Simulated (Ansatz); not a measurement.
**Mo (hcp type): how the settings move a single-point run**

How sensitive is a single-point run of Mo (hcp type) to its settings? A reference run comes first, then one run with altered input.

Method: reference: DFT, PBE, PAW with Ansatz's default frozen-core files, scalar-relativistic, in Ansatz 0.2.0.

## 1. The system as given

The structure is hexagonal, space group P6_3/mmc (No. 194). Conventional cell: a = 2.662 Å, b = 2.662 Å, c = 4.621 Å, α = 90.00°, β = 90.00°, γ = 120.00°. Mo (site symmetry -6m2) has 12 Mo at 2.66 to 2.78 Å as nearest neighbours.

As a file:

```xyz
2
Lattice="2.6620 0.0000 0.0000 -1.3310 2.3054 0.0000 0.0000 0.0000 4.6212" Properties=species:S:1:pos:R:3 pbc="T T T"
Mo    0.0000    1.5369    1.1553
Mo    1.3310    0.7685    3.4659
```

## 2. The reference run

Contents of input.yaml:

```yaml
crystal:
  lattice:
    - [2.661998599, 0.0, 0.0]
    - [-1.3309992995, 2.3053584116, 0.0]
    - [0.0, 0.0, 4.6211622415]
  atoms:
    - { symbol: Mo, position: [0.3333333333, 0.6666666667, 0.25] }
    - { symbol: Mo, position: [0.6666666667, 0.3333333333, 0.75] }
kpoints:
  mp_grid: { grid: [15, 15, 8] }
scf:
  occupations: { method: fermi_dirac, width: 0.08 }
hamiltonian:
  xc: pbe
  pseudopotentials: { kind: paw }
output:
  forces: true
  stress: true
  eigenvalues: true
  populations: true
```

Launch:

```bash
$ ansatz run input.yaml --threads 1 --pin off --max-ram 2048MiB --backend cpu --events-out ev --progress --plain --runs-dir out
```

## 3. Variant: lower_state_search light, scf.algorithm direct_min, ecutrho_ratio 12

Edit input.yaml of step 2 so:

```diff
@@ -12,2 +12,4 @@
   occupations: { method: fermi_dirac, width: 0.08 }
+  lower_state_search: light
+  algorithm: direct_min
 hamiltonian:
@@ -20 +22,3 @@
   populations: true
+basis:
+  ecutrho_ratio: 12
```

Q: Predict the outcome of this session. Wanted: for each run, ending; energy change; pressure; gap; force.

The runs gave:

```csv
run,ending,energy change,pressure (GPa),gap (eV),force (eV/Å),cycles,time
reference,converged,0,38.8,0.00,0.00,6,2.8 s
"1: lower_state_search light, scf.algorithm direct_min, ecutrho_ratio 12",converged,0.0 meV/atom,38.8,0.00,0.00,5,6.7 s
```

Residual by cycle in the longest SCF loop of each run; runs are numbered as in the table. The quantity is the density residual dr2, in eV.

```csv
cycle,reference,run 1
1,0.0102,0.0103
2,0.00402,0.0023
3,1.5e-5,3.1e-5
4,6.4e-6,4.5e-8
5,7.1e-8,2.1e-10
6,2.0e-9,-
```

Changing the search for lower states, solver and numerical grids hardly moves the energy: 0.0 meV/atom. Cost: 5 SCF cycles against 6, 6.7 s against 2.8 s. The structure is not at rest: the sound run finds 39 GPa, so these are no properties of the relaxed crystal. 
